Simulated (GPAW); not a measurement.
Crystal: PtS2.

```
Pt S
1.0
     3.54320    0.00000    0.00000
    -1.77160    3.06850    0.00000
     0.00000    0.00000    5.03880
Pt S
1 2
Direct
  0.00000 0.00000 0.00000
  0.66667 0.33333 0.77300
  0.33333 0.66667 0.22700
```

- Program: GPAW 26.7.0
- Task: relaxation of cell and atoms
- Functional: revPBE
- Potentials or basis: the program's PAW data sets (release 1.2.1) made for this functional
- Cutoff: 600 eV
- Basis: pw
- k mesh: 9 × 9 × 5
- Occupations: fermi-dirac, width 0.05 eV
- Spin: no spin polarisation

At the start: pressure 14.0 GPa; volume 18.26 Å³/atom.

Where does the relaxation end?

Over 17 steps the energy falls by 122.8 meV/atom and the volume is 28.03 Å³/atom (+53.5 %); space group P-3m1 (No. 164, to 0.05 Å).

Step by step:
```csv
step,energy change (eV),largest force (eV/Å),pressure (GPa),volume (Å³)
1,0.0000,1.3641,13.97,54.78
2,-0.1295,0.7455,8.46,56.04
3,-0.2093,0.0556,1.56,58.04
4,-0.2122,0.1476,0.73,58.40
5,-0.2155,0.2124,0.05,58.84
6,-0.2244,0.2952,-1.05,59.95
7,-0.2418,0.3340,-2.20,62.16
8,-0.2717,0.2195,-2.69,66.24
9,-0.2945,0.0871,-1.75,70.60
10,-0.3029,0.1960,-1.02,71.13
11,-0.3228,0.3631,0.90,70.88
12,-0.3344,0.3268,1.47,70.83
13,-0.3501,0.1612,1.35,72.63
14,-0.3593,0.0406,0.75,75.75
15,-0.3657,0.0160,0.29,79.84
16,-0.3678,0.0169,0.09,82.64
17,-0.3684,0.0036,0.00,84.08
```

Final structure:
```
Pt S
1.0
     3.59644    0.00000    0.00000
    -1.79822    3.11461    0.00000
     0.00000    0.00000    7.50634
Pt S
1 2
Direct
  0.00000 0.00000 0.00000
  0.66667 0.33333 0.83587
  0.33333 0.66667 0.16413
```

Caveat: later steps reuse the first step's grids; the volume moved by over 15 % at a fixed basis, so the end points are rough; this functional lacks dispersion, which binds the layers, so the pressure and a relaxed spacing across them are unreliable, and here the layers came unbound; the volume moved by +53 % from the deposited cell, more than functionals usually miss.
